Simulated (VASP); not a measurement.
# SnTe (F-43m) in VASP: notebook

The runs below take SnTe through dielectric tensor, with PBEsol.

Program: VASP 6.6.1. These are calculated values, not measurements. Logs are shortened: lines on timing, memory, paths and dates and some standing lists are left out, and cuts for length are marked.

**1. Starting point**

It takes space group F-43m (No. 216, cubic). Conventional cell: a = 7.222 Å, b = 7.222 Å, c = 7.222 Å, α = 90.00°, β = 90.00°, γ = 90.00°. Te (site symmetry -43m) is surrounded by 4 Sn at 3.13 Å. Sn (site symmetry -43m) has 4 Te at 3.13 Å as nearest neighbours.

Measurements of this composition are mostly on another form, of space group No. 225.

**2. Dielectric tensor, PBEsol**

Input file INCAR:

```
SYSTEM = SnTe
PREC = Accurate
ENCUT = 340
EDIFF = 1E-8
ISMEAR = 0
SIGMA = 0.01
LREAL = .FALSE.
LASPH = .TRUE.
NELM = 100
ALGO = Normal
ISIF = 2
LWAVE = .FALSE.
LCHARG = .FALSE.
GGA = PS
LEPSILON = .TRUE.
```

Input file KPOINTS:

```
regular mesh
0
G
  6 6 6
  0 0 0
```

Input file POSCAR:

```
SnTe
1.0
    0.0000000000      3.6111460000      3.6111460000
    3.6111460000      0.0000000000      3.6111460000
    3.6111460000      3.6111460000      0.0000000000
Te Sn
1 1
Direct
    0.2500000000      0.2500000000      0.2500000000
    0.0000000000      0.0000000000      0.0000000000
```

Potentials or basis: VASP PAW PBE potentials, release 64 (Te, Sn_d).

On the command line:

```console
$ cat potpaw_PBE.64/Te/POTCAR potpaw_PBE.64/Sn_d/POTCAR > POTCAR
$ mpirun -np 1 vasp_std > vasp.out
```

OUTCAR:

```text
SYSTEM = SnTe
   PREC = Accurate
   ENCUT = 340
   EDIFF = 1E-8
   ISMEAR = 0
   LREAL = .FALSE.
   LASPH = .TRUE.
   NELM = 100
   ISIF = 2
   GGA = PS
   LEPSILON = .TRUE.

 Found     16 irreducible k-points:

 Following reciprocal coordinates:
            Coordinates               Weight
  0.000000  0.000000  0.000000      1.000000
  0.166667  0.000000  0.000000      8.000000
  0.333333  0.000000  0.000000      8.000000
  0.500000  0.000000  0.000000      4.000000
  0.166667  0.166667  0.000000      6.000000
  0.333333  0.166667  0.000000     24.000000
   k-points           NKPTS =     16   k-points in BZ     NKDIM =     16   number of bands    NBANDS=     14
   number of dos      NEDOS =    301   number of ions     NIONS =      2
   total plane-waves  NPLWV =  32768
   dimension x,y,z NGX =    32 NGY =   32 NGZ =   32
   dimension x,y,z NGXF=    64 NGYF=   64 NGZF=   64
   ions per type =               1   1
   NGX,Y,Z   is equivalent  to a cutoff of  10.42, 10.42, 10.42 a.u.
   NGXF,Y,Z  is equivalent  to a cutoff of  20.83, 20.83, 20.83 a.u.
 SYSTEM =  SnTe
   PREC   = accura    normal or accurate (medium, high low for compatibility)
   ISTART =      0    job   : 0-new  1-cont  2-samecut
   ICHARG =      2    charge: 1-file 2-atom 10-const
   ISPIN  =      1    spin polarized calculation?
   LNONCOLLINEAR =      F non collinear calculations
   LSORBIT =      F    spin-orbit coupling
   LASPH  =      T    aspherical Exc in radial PAW
   ENCUT  =  340.0 eV  24.99 Ry    5.00 a.u.   7.68  7.68  7.68*2*pi/ulx,y,z
   NELM   =    100;   NELMIN=  2; NELMDL= -5     # of ELM steps
   EDIFF  = 0.1E-07   stopping-criterion for ELM
   LREAL  =      F    real-space projection
   EDIFFG = 0.1E-06   stopping-criterion for IOM
   NSW    =      0    number of steps for IOM
   IBRION =     -1    ionic relax: 0-MD 1-quasi-New 2-CG
   NFREE  =      0    steps in history (QN), initial steepest desc. (CG)
   ISIF   =      2    stress and relaxation
   ISYM   =      2    0-nonsym 1-usesym 2-fastsym
   POTIM  = 0.5000    time-step for ionic-motion
   TEBEG  =    0.0;   TEEND  =   0.0 temperature during run
   PSTRESS=    0.0 pullay stress
   NELECT =      20.0000    total number of electrons
   NUPDOWN=      -1.0000    fix difference up-down
   EMIN   =  10.00;   EMAX   =-10.00  energy-range for DOS
   EFERMI =   0.00;   METHOD = LEGACY
   ISMEAR =     0;   SIGMA  =   0.01  broadening in eV -4-tet -1-fermi 0-gaus
   EFERMI_NEDOS =   21; number of points for ismear=-14 and -15
   IALGO  =     38    algorithm
   IMIX   =      4    mixing-type and parameters
     AMIX     =   0.40;   BMIX     =  1.00
     AMIX_MAG =   1.60;   BMIX_MAG =  1.00
  volume/ion in A,a.u.               =      47.09       317.78
  Fermi-wavevector in a.u.,A,eV,Ry     =   0.976704  1.845704 12.979296  0.953951
  Thomas-Fermi vector in A             =   2.107344
   LORBIT       =      0    0 simple, 1 ext, 2 COOP (PROOUT), +10 PAW based schemes
   GGA     = PS    functional components
   LHFCALC =     F    Hartree Fock is set to
   AEXX    =    0.0000 exact exchange contribution
   IVDW    =     0    specifies the selected vdW correction
   LEPSILON=     T    determine dielectric tensor
   LRPA    =     F    only Hartree local field effects (RPA)
 non-spin polarized calculation
 Gauss-broadening in eV      SIGMA  =   0.01
  energy-cutoff  :      340.00
  volume of cell :       94.18
 maximum number of plane-waves:      1363
   NGX = 15   NGY = 15   NGZ = 15

--------------------------------------- Ionic step        1  -------------------------------------------

 number of electron      19.9999991 magnetization

 E-fermi :   2.9486     XC(G=0):  -7.6261

 val. band max:        2.8759402522   @ k =  -0.3333   0.5000   0.1667
 cond. band min:       3.1032698652   @ k =   0.5000   0.5000   0.0000
 fundamental gap:      0.2273296130
 Fermi energy:         2.9486411960

 k-point     1 :       0.0000    0.0000    0.0000
  band No.  band energies     occupation
      1     -18.6492      2.00000
      2     -18.6492      2.00000
      3     -18.6492      2.00000
      4     -18.6397      2.00000
      5     -18.6397      2.00000
      6      -8.5045      2.00000
      7      -2.1774      2.00000
      8       1.1153      2.00000
      9       1.1153      2.00000
     10       1.1153      2.00000
     11       4.0303      0.00000
     12       4.0303      0.00000
     13       4.0303      0.00000
     14       7.0200      0.00000

 k-point     2 :       0.1667    0.0000    0.0000
  band No.  band energies     occupation
      1     -18.6494      2.00000
      2     -18.6487      2.00000
      3     -18.6487      2.00000
      4     -18.6396      2.00000
      5     -18.6396      2.00000
      6      -8.3895      2.00000
      7      -2.6967      2.00000
      8       0.9523      2.00000
      9       0.9523      2.00000
     10       1.2046      2.00000
     11       4.2799      0.00000
     12       4.3007      0.00000
     13       4.3007      0.00000
     14       7.8105      0.00000

 k-point     3 :       0.3333    0.0000    0.0000
  band No.  band energies     occupation
      1     -18.6500      2.00000
      2     -18.6480      2.00000
      3     -18.6480      2.00000
      4     -18.6397      2.00000
      5     -18.6397      2.00000
      6      -8.1230      2.00000
      7      -3.5740      2.00000
      8       0.6900      2.00000
      9       0.6900      2.00000
     10       1.0799      2.00000
     11       4.7023      0.00000
     12       4.7023      0.00000
     13       5.4219      0.00000
     14       8.4289      0.00000

 k-point     4 :       0.5000    0.0000    0.0000
  band No.  band energies     occupation
      1     -18.6504      2.00000
      2     -18.6476      2.00000
      3     -18.6476      2.00000
      4     -18.6396      2.00000
      5     -18.6396      2.00000
      6      -7.9637      2.00000
      7      -3.9834      2.00000
      8       0.5796      2.00000
      9       0.5796      2.00000
     10       0.9715      2.00000
     11       4.8306      0.00000
     12       4.8306      0.00000
     13       6.4148      0.00000
     14       8.5872      0.00000

 k-point     5 :       0.1667    0.1667    0.0000
  band No.  band energies     occupation
      1     -18.6499      2.00000
      2     -18.6482      2.00000
      3     -18.6482      2.00000
      4     -18.6400      2.00000
      5     -18.6394      2.00000
      6      -8.3500      2.00000
      7      -2.8292      2.00000
      8       0.7062      2.00000
      9       0.7062      2.00000
     10       1.7301      2.00000
     11       3.5908      0.00000
     12       4.7308      0.00000
     13       4.7308      0.00000
     14       7.9689      0.00000

 k-point     6 :       0.3333    0.1667    0.0000
  band No.  band energies     occupation
      1     -18.6505      2.00000
      2     -18.6477      2.00000
      3     -18.6475      2.00000
      4     -18.6399      2.00000
      5     -18.6393      2.00000
      6      -8.1278      2.00000
      7      -3.5151      2.00000
      8       0.2733      2.00000
      9       0.4392      2.00000
     10       1.9982      2.00000
     11       3.8034      0.00000
     12       5.2489      0.00000
     13       5.3781      0.00000
     14       7.9329      0.00000

 [... further k-points ...]

  FORCE on cell =-STRESS in cart. coord.  units (eV):
  Direction    XX          YY          ZZ          XY          YZ          ZX
  --------------------------------------------------------------------------------------
  -------------------------------------------------------------------------------------
  Total       -0.8793105     -0.8793105     -0.8793105     -0.0000000      0.0000000      0.0000000
  in kB      -14.9584876    -14.9584876    -14.9584876     -0.0000000      0.0000000      0.0000000
  external PRESSURE =     -14.9584876 kB  Pullay stress =       0.0000000 kB

 VOLUME and BASIS-vectors are now :
 -----------------------------------------------------------------------------
  energy-cutoff  :      340.00
  volume of cell :       94.18
      direct lattice vectors                 reciprocal lattice vectors
     0.000000000  3.611146000  3.611146000    -0.138460201  0.138460201  0.138460201
     3.611146000  0.000000000  3.611146000     0.138460201 -0.138460201  0.138460201
     3.611146000  3.611146000  0.000000000     0.138460201  0.138460201 -0.138460201

 POSITION                                       TOTAL-FORCE (eV/Angst)
 -----------------------------------------------------------------------------------
      1.80557      1.80557      1.80557        -0.000000     -0.000000     -0.000000
      0.00000      0.00000      0.00000         0.000000      0.000000      0.000000
 -----------------------------------------------------------------------------------
    total drift:                               -0.000000     -0.000000     -0.000000

  FREE ENERGIE OF THE ION-ELECTRON SYSTEM (eV)
  ---------------------------------------------------
  free  energy   TOTEN  =        -7.5999569990 eV

  energy  without entropy=       -7.5999569990  energy(sigma->0) =       -7.59995700

 HEAD OF MICROSCOPIC STATIC DIELECTRIC TENSOR (INDEPENDENT PARTICLE, excluding Hartree and local field effects)
 ------------------------------------------------------
          14.867978    -0.000000    -0.000000
           0.000000    14.867978     0.000000
          -0.000000     0.000000    14.867978
 ------------------------------------------------------

 Free energy of the ion-electron system (eV)
  ---------------------------------------------------
  ---------------------------------------------------
  free energy    TOTEN  =        -3.43753541 eV

  energy without entropy =       -3.43753541

------------------------ aborting loop because EDIFF is reached ----------------------------------------

--------------------------------------- Ionic step        2  -------------------------------------------

------------------------ aborting loop because EDIFF is reached ----------------------------------------

--------------------------------------- Ionic step        3  -------------------------------------------

 Free energy of the ion-electron system (eV)
  ---------------------------------------------------
  ---------------------------------------------------
  free energy    TOTEN  =        -3.43762520 eV

  energy without entropy =       -3.43762520

------------------------ aborting loop because EDIFF is reached ----------------------------------------

 PIEZOELECTRIC TENSOR FIELD DIRECTION 3  (e Angst)
 -----------------------------------------------------------------------------
     0.00334 -5.67743  0.00000           ( -0.00000 -0.03049  0.00000)
    -5.67743  0.00334  0.00000           ( -0.03049 -0.00000  0.00000)
     0.00000  0.00000 -0.01324           (  0.00000  0.00000 -0.00001)

 PIEZOELECTRIC TENSOR FIELD DIRECTION 3  (C/m^2)
 -----------------------------------------------------------------------------
     0.00057 -0.96582  0.00000
    -0.96582  0.00057  0.00000
     0.00000  0.00000 -0.00225

 MACROSCOPIC STATIC DIELECTRIC TENSOR (including local field effects in DFT)
 ------------------------------------------------------
          13.449962    -0.000000    -0.000000
          -0.000000    13.449962     0.000000
          -0.000000     0.000000    13.449962
 ------------------------------------------------------

 PIEZOELECTRIC TENSOR (including local field effects)  for field in x, y, z        (e  Angst)
          XX          YY          ZZ          XY          YZ          ZX
  --------------------------------------------------------------------------------
  x    -0.00000     0.00000    -0.00000     0.00000    -5.66008    -0.00000
  y    -0.00000    -0.00000     0.00000     0.00000    -0.00000    -5.66008
  z    -0.00000    -0.00000    -0.00000    -5.66008     0.00000    -0.00000

 PIEZOELECTRIC TENSOR (including local field effects)  for field in x, y, z        (C/m^2)
          XX          YY          ZZ          XY          YZ          ZX
  --------------------------------------------------------------------------------
  x    -0.00000     0.00000    -0.00000     0.00000    -0.96287    -0.00000
  y    -0.00000    -0.00000     0.00000     0.00000    -0.00000    -0.96287
  z    -0.00000    -0.00000    -0.00000    -0.96287     0.00000    -0.00000

 BORN EFFECTIVE CHARGES (including local field effects) (in |e|, cummulative output)
 ---------------------------------------------------------------------------------
 ion    1
    1    -2.15137     0.00000     0.00000
    2     0.00000    -2.15137     0.00000
    3     0.00000     0.00000    -2.15137
 ion    2
    1     2.15137     0.00000     0.00000
    2     0.00000     2.15137     0.00000
    3     0.00000     0.00000     2.15137
```

Run time: 2.3 min. Hardware: 1 thread of Intel Xeon Platinum 8488C (Sapphire Rapids), shared host; peak memory 0.25 GiB.

These settings aren't checked as converged: the numbers below hold their error.

Results:

```yaml
Band_gap_on_the_k_mesh: 0.23 eV, indirect (least direct gap 0.76 eV)
Electronic_dielectric_tensor_diagonal: 13.45
Born_charges_mean_of_the_diagonal: Te -2.15; Sn +2.15 e
```

Caveat: the gap is small at this level, which inflates the dielectric constant; the PAW data sets were made with another functional, which shifts forces and pressure a little; spin-orbit coupling is left out, which moves the levels of the heavy elements.

(Part 1 of 3 ends here.)
